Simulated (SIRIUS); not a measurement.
Crystal: CdF2.

```
CELL_PARAMETERS angstrom
0.00000 2.69400 2.69400
2.69400 0.00000 2.69400
2.69400 2.69400 0.00000
ATOMIC_POSITIONS crystal
Cd 0.00000 0.00000 0.00000
F 0.75000 0.75000 0.75000
F 0.25000 0.25000 0.25000
```

Base run:

```yaml
Program: SIRIUS 7.12.0
Functional: PBE
Potentials_or_basis: all-electron FP-LAPW
Cutoff: 273 eV
Basis: apw+lo standard
k_mesh: 9 × 9 × 9
Occupations: fermi-dirac, width 0.05 eV
Spin: no spin polarisation
```

Its results: band gap on the k mesh 3.12 eV, indirect (least direct gap 3.59 eV).

Problem. The run is repeated on the same cell with these changes: functional from PBE to LDA. What comes out?

Solution. Band gap on the k mesh 2.82 eV, indirect (least direct gap 3.27 eV).
